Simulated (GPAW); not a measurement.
The system is ZnO (zincite).

```
Zn O
1.0
     3.24931    0.00000    0.00000
    -1.62465    2.81398    0.00000
     0.00000    0.00000    5.20571
Zn O
2 2
Direct
  0.66667 0.33333 0.00000
  0.33333 0.66667 0.50000
  0.33333 0.66667 0.87901
  0.66667 0.33333 0.37901
```

- Program: GPAW 26.7.0
- Task: relaxation of cell and atoms
- Functional: BLYP
- Dispersion: D3
- Potentials or basis: PAW data sets generated in the run's folder for this functional
- Cutoff: 800 eV
- Basis: pw
- k mesh: 6 × 6 × 3
- Occupations: fermi-dirac, width 0.05 eV
- Spin: no spin polarisation

At the start: pressure 4.1 GPa; volume 11.90 Å³/atom.

Problem. How do energy, volume and symmetry change on relaxing?

Solution. Over 11 steps the energy falls by 5.8 meV/atom and the volume is 12.27 Å³/atom (+3.1 %); space group P6_3mc (No. 186, to 0.05 Å).

Step by step:
| step | energy change (eV) | largest force (eV/Å) | pressure (GPa) | volume (Å³) |
| --- | --- | --- | --- | --- |
| 1 | 0.0000 | 0.0385 | 4.12 | 47.60 |
| 2 | -0.0042 | 0.0251 | 3.66 | 47.75 |
| 3 | -0.0216 | 0.0490 | 0.27 | 49.02 |
| 4 | -0.0219 | 0.0458 | 0.02 | 49.12 |
| 5 | -0.0223 | 0.0322 | -0.19 | 49.21 |
| 6 | -0.0225 | 0.0092 | -0.28 | 49.24 |
| 7 | -0.0227 | 0.0082 | -0.22 | 49.21 |
| 8 | -0.0228 | 0.0161 | -0.11 | 49.17 |
| 9 | -0.0229 | 0.0204 | 0.04 | 49.11 |
| 10 | -0.0230 | 0.0164 | 0.13 | 49.07 |
| 11 | -0.0231 | 0.0068 | 0.11 | 49.07 |

Final structure:
```xyz
4
Lattice="3.2675 0.0000 0.0000 -1.6338 2.8298 0.0000 0.0000 0.0000 5.3072" Properties=species:S:1:pos:R:3 pbc="T T T"
Zn    1.6338    0.9433    0.0063
Zn    0.0000    1.8865    2.6599
O     0.0000    1.8865    4.6592
O     1.6338    0.9433    2.0054
```

Caveat: the k mesh is coarse; later steps reuse the first step's grids.
